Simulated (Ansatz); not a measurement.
Structure types of CuI compared at -0.65 GPa

Structure types of CuI are relaxed in primitive cells with their symmetry kept at -0.65 GPa, on PAW files; LAPW relaxes the small cells further and takes the PAW cell for the others (marked *). The enthalpy is E + pV at zero temperature, without zero-point motion. Only the types listed were tried, and differences under about 5 meV/atom are mesh noise. The real phase may be another.

All numbers are LDA results (scalar-relativistic) from Ansatz 0.2.0, with Fermi–Dirac smearing of 0.08 eV, no spin polarisation. Methods: LAPW: all electrons, basis error target 0.5 meV/atom; PAW: frozen-core files, cutoff 420 eV.

k meshes: rocksalt 13×13×13, CsCl 13×13×13, zincblende 11×11×11, NiAs 10×10×6, anti NiAs 10×10×6.

Spin–orbit coupling is left out, which matters for the heavy atoms. The PAW files were made under PBE.

Question: Which type is lowest in enthalpy, and by how much?

Answer: zincblende, 219 meV/atom below rocksalt. The whole table:

| start type | ends as | a, b, c (Å) | V (Å³/atom) | H − H(lowest), LAPW (meV/atom) | same, PAW |
| --- | --- | --- | --- | --- | --- |
| rocksalt | rocksalt, Fm-3m | 5.539, 5.539, 5.539 | 21.24 | 219.2 | 219.5 |
| CsCl | CsCl, Pm-3m | 3.503, 3.503, 3.503 | 21.49 | 773.9 | 774.1 |
| zincblende | zincblende, F-43m | 5.885, 5.885, 5.885 | 25.48 | 0.0 | 0.0 |
| NiAs* | NiAs, P6_3/mmc | 4.069, 4.069, 6.028 | 21.61 | 231.6 | 231.9 |
| anti NiAs* | anti NiAs, P6_3/mmc | 3.777, 3.777, 7.102 | 21.94 | 396.2 | 396.4 |

Question: Would rocksalt gain on zincblende at higher pressure?

Answer: Yes: dH/dp = V, and its volume is smaller by 4.24 Å³/atom. Held constant, that would close the gap after about 8.3 GPa more, a rough figure, since the volume difference changes with pressure.
